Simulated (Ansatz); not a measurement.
**Nuclear-site quantities of Mg as the cell is scaled**

```
Mg
1.0
     0.00000    2.24426    2.24426
     2.24426    0.00000    2.24426
     2.24426    2.24426    0.00000
Mg
1
Direct
  0.00000 0.00000 0.00000
```

The cell is the one relaxed in the Materials Project (mp-1056702), not relaxed further here; entries there can be hypothetical.

The calculation used DFT, PBE, all-electron PAW with datasets made for the crystal, scalar-relativistic in Ansatz 0.2.0.

The runs use a Γ-centred 16×16×16 k mesh, Fermi–Dirac smearing of 0.03 eV, cutoff 100 eV (chosen by the program for this cell), no spin polarisation.

The contact density is the mean electron density over the nuclear volume; its changes follow the s electrons' response to bonding and compression. Changes below are taken from the unscaled cell, where it is 7805.45 e/Å³ at Mg.

Volumes at which the program chose other datasets or cutoffs are left out.

```
V/V(cell)  P (GPa)  Δρ(0) Mg (e/Å³)
   0.9800      1.6             0.02
   0.9900      1.2             0.01
   1.0000      0.8             0.00
   1.0100      0.4            -0.01
   1.0200      0.1            -0.01
   1.0400     -0.6            -0.02
   1.0600     -1.2            -0.03
```

The datasets are made afresh for each cell, so very small changes are uncertain.
